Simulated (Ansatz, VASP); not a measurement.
## One calculation of PbS, two programs

File INCAR:

```
ALGO = Normal ; EDIFF = 1E-7
ENCUT = 520 ; GGA = PE
ISIF = 2 ; ISMEAR = -1
LASPH = T ; LCHARG = T
LELF = T ; LREAL = F
LVHAR = T ; LWAVE = F
NBANDS = 17 ; NELM = 60
PREC = Accurate ; SIGMA = 0.05
```

Contents of KPOINTS:

```
k-points
0
Gamma
  7 7 7
```

Contents of POSCAR:

```
PbS
1.0
    3.6536590000      0.0000000000      0.0000000000
    0.0000000000      3.6536590000      0.0000000000
    0.0000000000      0.0000000000      3.6536590000
Pb S
1 1
Direct
   -0.0044330000      0.0087860000     -0.0038540000
    0.5019400000      0.4913370000      0.4961630000
```

input.yaml

```yaml
crystal:
  lattice:
    - [3.653659, 0.0, 0.0]
    - [0.0, 3.653659, 0.0]
    - [0.0, 0.0, 3.653659]
  atoms:
    - { symbol: Pb, position: [-0.004433, 0.008786, -0.003854] }
    - { symbol: S, position: [0.50194, 0.491337, 0.496163] }
hamiltonian:
  xc: pbe
  pseudopotentials: { kind: paw }
kpoints:
  mp_grid: { grid: [7, 7, 7] }
scf:
  occupations: { method: fermi_dirac, width: 0.05 }
output:
  forces: true
  stress: true
  eigenvalues: true
```

Change from the starting cell: atoms moved at random, drawn with an rms of 0.05 Å.

Alike in both runs: task single point; functional PBE; k mesh 7 × 7 × 7; occupations fermi-dirac, width 0.05 eV; no spin polarisation.

|  | VASP | Ansatz |
| --- | --- | --- |
| version | VASP 6.6.1 | Ansatz 0.2.0 |
| potentials or method | VASP PAW PBE potentials, release 64 (Pb_d, S) | Ansatz PAW |
| plane-wave cutoff (eV) | 520 | 420 |
| valence electrons in the cell | 20 | 20 |

```tsv
	VASP	Ansatz	Ansatz less VASP
gap on the k mesh at the Fermi level (eV)	0.12	0.12	-0.001
least direct gap on the mesh (eV)	1.40	1.40	+0.001
pressure (GPa)	0.0	0.0	+0.06
rms of the force components (eV/Å)	0.045	0.045	-0.0001
```

Atom by atom the forces differ by 0.000 eV/Å (rms over components).

Caveats: spin-orbit coupling is left out, which as a rule narrows the gap of such compounds by several tenths of an eV (VASP); an odd mesh through Γ misses points on the zone boundary, where band edges often lie (VASP).
